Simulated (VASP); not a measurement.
# Cs3Cl2 (Pm-3m) in VASP: relaxation of cell and atoms with PBE

Aim: the relaxation of cell and atoms of Cs3Cl2 with PBE.

Program: VASP 6.6.1. These are calculated values, not measurements. Logs are shortened: lines on timing, memory, paths and dates and some standing lists are left out, and cuts for length are marked.

## 1. The cell of the first run

Symmetry: Pm-3m, No. 221, cubic system. The conventional cell has a = 6.185 Å, b = 6.185 Å, c = 6.185 Å, α = 90.00°, β = 90.00°, γ = 90.00°. Cs (site symmetry 4/mmm) has 2 Cl at 3.09 Å as nearest neighbours. Around Cl (site symmetry m-3m) lie 12 Cs at 4.37 Å. Cl (site symmetry m-3m) has 6 Cs at 3.09 Å as nearest neighbours.

The cell was built by a generator and needn't be a form met in nature.

## 2. Relaxation of cell and atoms, PBE (random cell by space group and Wyckoff sites (Pm-3m, No. 221))

INCAR reads:

```
SYSTEM = Cs3Cl2
PREC = Accurate ; ENCUT = 600
EDIFF = 1E-7 ; ISMEAR = 0
SIGMA = 0.1 ; LREAL = .False.
LASPH = .True. ; NELM = 100
ALGO = Fast ; ISIF = 3
LWAVE = .False. ; LCHARG = .False.
GGA = PE ; IBRION = 2
NSW = 90 ; EDIFFG = -0.04
```

KPOINTS reads:

```
regular mesh
0
Gamma
  4 4 4
  0 0 0
```

POSCAR reads:

```
Cs3Cl2
1.0
    6.1854301800      0.0000000000      0.0000000000
    0.0000000000      6.1854301800      0.0000000000
    0.0000000000      0.0000000000      6.1854301800
Cs Cl
3 2
Direct
    0.0000000000      0.5000000000      0.5000000000
    0.5000000000      0.0000000000      0.5000000000
    0.5000000000      0.5000000000      0.0000000000
    0.0000000000      0.0000000000      0.0000000000
    0.5000000000      0.5000000000      0.5000000000
```

Potentials or basis: VASP PAW PBE potentials, release 64 (Cs_sv, Cl).

Run with:

```sh
$ cat potpaw_PBE.64/Cs_sv/POTCAR potpaw_PBE.64/Cl/POTCAR > POTCAR
$ mpirun -np 1 vasp_std > vasp.out
```

OUTCAR:

```text
SYSTEM = Cs3Cl2
   PREC = Accurate
   ENCUT = 600
   EDIFF = 1E-7
   ISMEAR = 0
   LREAL = .False.
   LASPH = .True.
   NELM = 100
   ISIF = 3
   GGA = PE
   IBRION = 2
   NSW = 90
   EDIFFG = -0.04

 ion  position               nearest neighbor table
   1  0.000  0.500  0.500-
   2  0.500  0.000  0.500-
   3  0.500  0.500  0.000-
   4  0.000  0.000  0.000-
   5  0.500  0.500  0.500-

  LATTYP: Found a simple cubic cell.
 ALAT       =     6.1854301800

  Lattice vectors:

 A1 = (   6.1854301800,   0.0000000000,   0.0000000000)
 A2 = (   0.0000000000,   6.1854301800,   0.0000000000)
 A3 = (   0.0000000000,   0.0000000000,   6.1854301800)

Analysis of symmetry for initial positions (statically):
=====================================================================
 Subroutine PRICEL returns:
 Original cell was already a primitive cell.

 Routine SETGRP: Setting up the symmetry group for a
 simple cubic supercell.

 Subroutine GETGRP returns: Found 48 space group operations
 (whereof 48 operations were pure point group operations)
 out of a pool of 48 trial point group operations.

The static configuration has the point symmetry O_h .

Analysis of symmetry for dynamics (positions and initial velocities):
=====================================================================
 Subroutine PRICEL returns:
 Original cell was already a primitive cell.

 Routine SETGRP: Setting up the symmetry group for a
 simple cubic supercell.

 Subroutine GETGRP returns: Found 48 space group operations
 (whereof 48 operations were pure point group operations)
 out of a pool of 48 trial point group operations.

The dynamic configuration has the point symmetry O_h .

 Subroutine INISYM returns: Found 48 space group operations
 (whereof 48 operations are pure point group operations),
 and found     1 'primitive' translations

----------------------------------------------------------------------------------------

                                     Primitive cell

  volume of cell :     236.6518

  direct lattice vectors                    reciprocal lattice vectors
     6.185430180  0.000000000  0.000000000     0.161670243  0.000000000  0.000000000
     0.000000000  6.185430180  0.000000000     0.000000000  0.161670243  0.000000000
     0.000000000  0.000000000  6.185430180     0.000000000  0.000000000  0.161670243

  length of vectors
     6.185430180  6.185430180  6.185430180     0.161670243  0.161670243  0.161670243

  position of ions in fractional coordinates (direct lattice)
     0.000000000  0.500000000  0.500000000
     0.500000000  0.000000000  0.500000000
     0.500000000  0.500000000  0.000000000
     0.000000000  0.000000000  0.000000000
     0.500000000  0.500000000  0.500000000

  ion indices of the primitive-cell ions
   primitive index   ion index
                 1           1
                 2           2
                 3           3
                 4           4
                 5           5

----------------------------------------------------------------------------------------

 KPOINTS: regular mesh

Automatic generation of k-mesh.
 Grid dimensions read from file:
 generate k-points for:    4    4    4

 Generating k-lattice:

  Cartesian coordinates                     Fractional coordinates (reciprocal lattice)
     0.040417561  0.000000000  0.000000000     0.250000000  0.000000000  0.000000000
     0.000000000  0.040417561  0.000000000     0.000000000  0.250000000  0.000000000
     0.000000000  0.000000000  0.040417561     0.000000000  0.000000000  0.250000000

  Length of vectors
     0.040417561  0.040417561  0.040417561

  Shift w.r.t. Gamma in fractional coordinates (k-lattice)
     0.000000000  0.000000000  0.000000000

 Subroutine IBZKPT returns following result:
 ===========================================

 Found     10 irreducible k-points:

 Following reciprocal coordinates:
            Coordinates               Weight
  0.000000  0.000000  0.000000      1.000000
  0.250000  0.000000  0.000000      6.000000
  0.500000  0.000000  0.000000      3.000000
  0.250000  0.250000  0.000000     12.000000
  0.500000  0.250000  0.000000     12.000000
  0.500000  0.500000  0.000000      3.000000
  0.250000  0.250000  0.250000      8.000000
  0.500000  0.250000  0.250000     12.000000
  0.500000  0.500000  0.250000      6.000000
  0.500000  0.500000  0.500000      1.000000
   k-points           NKPTS =     10   k-points in BZ     NKDIM =     10   number of bands    NBANDS=     24
   number of dos      NEDOS =    301   number of ions     NIONS =      5
   total plane-waves  NPLWV = 125000
   dimension x,y,z NGX =    50 NGY =   50 NGZ =   50
   dimension x,y,z NGXF=   100 NGYF=  100 NGZF=  100
   ions per type =               3   2
   NGX,Y,Z   is equivalent  to a cutoff of  13.44, 13.44, 13.44 a.u.
   NGXF,Y,Z  is equivalent  to a cutoff of  26.88, 26.88, 26.88 a.u.
 SYSTEM =  Cs3Cl2
   PREC   = accura    normal or accurate (medium, high low for compatibility)
   ISTART =      0    job   : 0-new  1-cont  2-samecut
   ICHARG =      2    charge: 1-file 2-atom 10-const
   ISPIN  =      1    spin polarized calculation?
   LNONCOLLINEAR =      F non collinear calculations
   LSORBIT =      F    spin-orbit coupling
   LASPH  =      T    aspherical Exc in radial PAW
   ENCUT  =  600.0 eV  44.10 Ry    6.64 a.u.  12.35 12.35 12.35*2*pi/ulx,y,z
   NELM   =    100;   NELMIN=  2; NELMDL= -5     # of ELM steps
   EDIFF  = 0.1E-06   stopping-criterion for ELM
   LREAL  =      F    real-space projection
   EDIFFG = -.4E-01   stopping-criterion for IOM
   NSW    =     90    number of steps for IOM
   IBRION =      2    ionic relax: 0-MD 1-quasi-New 2-CG
   NFREE  =      1    steps in history (QN), initial steepest desc. (CG)
   ISIF   =      3    stress and relaxation
   ISYM   =      2    0-nonsym 1-usesym 2-fastsym
   POTIM  = 0.5000    time-step for ionic-motion
   TEBEG  =    0.0;   TEEND  =   0.0 temperature during run
   PSTRESS=    0.0 pullay stress
   NELECT =      41.0000    total number of electrons
   NUPDOWN=      -1.0000    fix difference up-down
   EMIN   =  10.00;   EMAX   =-10.00  energy-range for DOS
   EFERMI =   0.00;   METHOD = LEGACY
   ISMEAR =     0;   SIGMA  =   0.10  broadening in eV -4-tet -1-fermi 0-gaus
   EFERMI_NEDOS =   21; number of points for ismear=-14 and -15
   IALGO  =     68    algorithm
   IMIX   =      4    mixing-type and parameters
     AMIX     =   0.40;   BMIX     =  1.00
     AMIX_MAG =   1.60;   BMIX_MAG =  1.00
  volume/ion in A,a.u.               =      47.33       319.40
  Fermi-wavevector in a.u.,A,eV,Ry     =   0.912640  1.724640 11.332455  0.832912
  Thomas-Fermi vector in A             =   2.037059
   LORBIT       =      0    0 simple, 1 ext, 2 COOP (PROOUT), +10 PAW based schemes
   GGA     = PE    functional components
   LHFCALC =     F    Hartree Fock is set to
   AEXX    =    0.0000 exact exchange contribution
   IVDW    =     0    specifies the selected vdW correction
   LEPSILON=     F    determine dielectric tensor
   LRPA    =     F    only Hartree local field effects (RPA)
 conjugate gradient relaxation of ions
 non-spin polarized calculation
 RMM-DIIS sequential band-by-band and
 Gauss-broadening in eV      SIGMA  =   0.10
  energy-cutoff  :      600.00
  volume of cell :      236.65
 maximum number of plane-waves:      7945
 NGX is ok and might be reduce to    50
   NGX = 25   NGY = 25   NGZ = 25

--------------------------------------- Ionic step        1  -------------------------------------------

 number of electron      40.9999990 magnetization

 Free energy of the ion-electron system (eV)
  ---------------------------------------------------
  ext. energy  EPLUGINS =         0.00000000
  ---------------------------------------------------
  free energy    TOTEN  =       -11.96686654 eV

  energy without entropy =      -11.95618630  energy(sigma->0) =      -11.96152642

------------------------ aborting loop because EDIFF is reached ----------------------------------------

  FORCE on cell =-STRESS in cart. coord.  units (eV):
  Direction    XX          YY          ZZ          XY          YZ          ZX
  --------------------------------------------------------------------------------------
  -------------------------------------------------------------------------------------
  Total        4.8701931      4.8701931      4.8701931      0.0000000      0.0000000      0.0000000
  in kB       32.9721322     32.9721322     32.9721322      0.0000000      0.0000000      0.0000000
  external PRESSURE =      32.9721322 kB  Pullay stress =       0.0000000 kB

 VOLUME and BASIS-vectors are now :
 -----------------------------------------------------------------------------
  energy-cutoff  :      600.00
  volume of cell :      236.65
      direct lattice vectors                 reciprocal lattice vectors
     6.185430180  0.000000000  0.000000000     0.161670243  0.000000000  0.000000000
     0.000000000  6.185430180  0.000000000     0.000000000  0.161670243  0.000000000
     0.000000000  0.000000000  6.185430180     0.000000000  0.000000000  0.161670243

 POSITION                                       TOTAL-FORCE (eV/Angst)
 -----------------------------------------------------------------------------------
      0.00000      3.09272      3.09272         0.000000      0.000000      0.000000
      3.09272      0.00000      3.09272         0.000000      0.000000      0.000000
      3.09272      3.09272      0.00000         0.000000      0.000000      0.000000
      0.00000      0.00000      0.00000         0.000000      0.000000      0.000000
      3.09272      3.09272      3.09272         0.000000      0.000000      0.000000
 -----------------------------------------------------------------------------------
    total drift:                                0.000000     -0.000000      0.000000

  FREE ENERGIE OF THE ION-ELECTRON SYSTEM (eV)
  ---------------------------------------------------
  free  energy   TOTEN  =       -11.9668665437 eV
[... 65 lines left out ...]
 POSITION                                       TOTAL-FORCE (eV/Angst)
 -----------------------------------------------------------------------------------
      0.00000      3.35072      3.35072        -0.000000     -0.000000      0.000000
      3.35072      0.00000      3.35072         0.000000     -0.000000      0.000000
      3.35072      3.35072      0.00000         0.000000     -0.000000      0.000000
      0.00000      0.00000      0.00000         0.000000     -0.000000      0.000000
      3.35072      3.35072      3.35072        -0.000000      0.000000      0.000000
 -----------------------------------------------------------------------------------
    total drift:                                0.000000     -0.000000      0.000000

  FREE ENERGIE OF THE ION-ELECTRON SYSTEM (eV)
  ---------------------------------------------------
  free  energy   TOTEN  =       -12.5764370211 eV

  energy  without entropy=      -12.5728134336  energy(sigma->0) =      -12.57462523

--------------------------------------- Ionic step        4  -------------------------------------------

 number of electron      41.0000021 magnetization

 Free energy of the ion-electron system (eV)
  ---------------------------------------------------
  ext. energy  EPLUGINS =         0.00000000
  ---------------------------------------------------
  free energy    TOTEN  =       -12.58618497 eV

  energy without entropy =      -12.58238696  energy(sigma->0) =      -12.58428596

 E-fermi :   2.1393     XC(G=0):  -6.2450

 val. band max:        2.1005272934   @ k =   0.5000   0.0000   0.0000
 cond. band min:       2.3140323879   @ k =   0.5000   0.2500   0.0000
 fundamental gap:      0.2135050945
 Fermi energy:         2.1393084495

 k-point     1 :       0.0000    0.0000    0.0000
  band No.  band energies     occupation
      1     -22.4227      2.00000
      2     -22.3805      2.00000
      3     -22.3805      2.00000
      4     -15.3824      2.00000
      5     -13.0632      2.00000
      6      -9.4664      2.00000
[... 16 lines left out ...]
     23       2.6831      0.00000
     24       2.6996      0.00000

 k-point     2 :       0.2500    0.0000    0.0000
  band No.  band energies     occupation
      1     -22.4172      2.00000
      2     -22.3854      2.00000
      3     -22.3805      2.00000
      4     -15.3974      2.00000
      5     -13.0633      2.00000
      6      -9.4425      2.00000
[... 245 lines left out ...]
 VOLUME and BASIS-vectors are now :
 -----------------------------------------------------------------------------
  energy-cutoff  :      600.00
  volume of cell :      310.76
      direct lattice vectors                 reciprocal lattice vectors
     6.773423990  0.000000000  0.000000000     0.147635819 -0.000000000  0.000000000
     0.000000000  6.773423990  0.000000000    -0.000000000  0.147635819 -0.000000000
    -0.000000000  0.000000000  6.773423990    -0.000000000  0.000000000  0.147635819

 POSITION                                       TOTAL-FORCE (eV/Angst)
 -----------------------------------------------------------------------------------
      0.00000      3.38671      3.38671         0.000000      0.000000      0.000000
      3.38671      0.00000      3.38671         0.000000     -0.000000      0.000000
      3.38671      3.38671      0.00000        -0.000000     -0.000000      0.000000
      0.00000      0.00000      0.00000         0.000000     -0.000000      0.000000
      3.38671      3.38671      3.38671        -0.000000      0.000000      0.000000
 -----------------------------------------------------------------------------------
    total drift:                                0.000000     -0.000000      0.000000

  FREE ENERGIE OF THE ION-ELECTRON SYSTEM (eV)
  ---------------------------------------------------
  free  energy   TOTEN  =       -12.5861849670 eV

  energy  without entropy=      -12.5823869611  energy(sigma->0) =      -12.58428596

 reached required accuracy - stopping structural energy minimisation
```

It took 7.1 min on 1 thread of Intel Xeon Platinum 8488C (Sapphire Rapids), shared host; peak memory 0.4 GiB.

What came out:

```
Free energy                            : -12.5862 eV
Relaxed volume                         : 62.15 Å³/atom
Relaxed cell                           : a = 6.773 Å, b = 6.773 Å, c = 6.773 Å, α = 90.00°, β = 90.00°, γ = 90.00°
Space group after relaxing (to 0.05 Å) : Pm-3m (No. 221)
Energy gained by relaxing              : 123.9 meV/atom
Ionic steps                            : 4
Pressure after relaxing                : 0.1 GPa
Band gap on the k mesh                 : none (metal or under the smearing width)
```

Step by step:
```tsv
step	energy change (eV)	largest force (eV/Å)	pressure (GPa)	volume (Å³)
1	0.0000	0.0000	3.30	236.65
2	-0.4776	0.0000	1.25	271.60
3	-0.6096	0.0000	0.27	300.96
4	-0.6193	0.0000	0.05	310.76
```

Final structure:
```cif
data_structure
_symmetry_space_group_name_H-M 'P 1'
_symmetry_Int_Tables_number 1
_cell_length_a 6.7734
_cell_length_b 6.7734
_cell_length_c 6.7734
_cell_angle_alpha 90.000
_cell_angle_beta 90.000
_cell_angle_gamma 90.000
_cell_volume 310.76
loop_
_atom_site_label
_atom_site_type_symbol
_atom_site_fract_x
_atom_site_fract_y
_atom_site_fract_z
_atom_site_occupancy
Cs1 Cs 0.00000 0.50000 0.50000 1
Cs2 Cs 0.50000 0.00000 0.50000 1
Cs3 Cs 0.50000 0.50000 0.00000 1
Cl1 Cl 0.00000 0.00000 0.00000 1
Cl2 Cl 0.50000 0.50000 0.50000 1
```

Caveat: the volume moved by over 15 % at a fixed basis, so the end points are rough; an odd number of electrons without spin polarisation forces a metal; a magnetic or distorted state may lie lower. Spin-orbit coupling is left out, which matters for the levels of Cs.
